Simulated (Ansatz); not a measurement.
# CuI: the cost of one run

Program: Ansatz 0.2.0. PAW datasets, plane waves. The values are computed, spin-unpolarised, and not measurements.

**1. Starting point**

The unstrained cell was relaxed with r2SCAN; in each strained cell the atoms were relaxed again with r2SCAN. Names of k-points are those of the unstrained zone, where strain can split equivalent points. First state: no strain.

Space group F-43m (No. 216), cubic; conventional cell a = 6.024 Å, 27.33 Å³ an atom. Near Cu stand 4 I at 2.61 Å; near I stand 4 Cu at 2.61 Å.

As a file:

```cif
data_structure
_symmetry_space_group_name_H-M 'F-43m'
_symmetry_Int_Tables_number 216
_cell_length_a 6.0241
_cell_length_b 6.0241
_cell_length_c 6.0241
_cell_angle_alpha 90.000
_cell_angle_beta 90.000
_cell_angle_gamma 90.000
_cell_volume 218.61
loop_
_atom_site_label
_atom_site_type_symbol
_atom_site_symmetry_multiplicity
_atom_site_Wyckoff_symbol
_atom_site_fract_x
_atom_site_fract_y
_atom_site_fract_z
_atom_site_occupancy
Cu1 Cu 4 a 0.00000 0.00000 0.00000 1
I1 I 4 d 0.25000 0.25000 0.75000 1
```

**2. No strain: PBE**

The input, input.yaml:

```yaml
crystal:
  lattice:
    - [0.0, 3.0120290779, 3.0120290779]
    - [3.0120290779, 0.0, 3.0120290779]
    - [3.0120290779, 3.0120290779, 0.0]
  atoms:
    - { symbol: Cu, position: [0.0, 0.0, 0.0] }
    - { symbol: I, position: [0.25, 0.25, 0.25] }
kpoints:
  mp_grid: { grid: [8, 8, 8] }
  band_path:
    path:
      - [0.0, 0.0, 0.0]
      - [-0.5, -0.5, 0.0]
      - [-0.375, -0.375, 0.25]
      - [-0.375, 0.0, 0.375]
      - [0.0, 0.0, 0.5]
      - [-0.5, -0.25, 0.25]
    npoints: 1
hamiltonian:
  xc: pbe
scf:
  occupations: { method: fermi_dirac, width: 0.02 }
  n_extra_bands: 4
output:
  forces: true
  stress: true
  eigenvalues: true
  write_density: true
  write_potential: true
  elf: true
  volumetric_format: npy
```

Command:

```console
ansatz run input.yaml --threads 2 --pin off --max-ram 2211MiB --backend cpu --events-out ev --progress --plain --runs-dir out
```

**Question.** How long does this run take on 2 threads of Arm Neoverse N1, shared host, and how much memory does it need?

About 4.6 s, with a peak of 0.39 GiB.
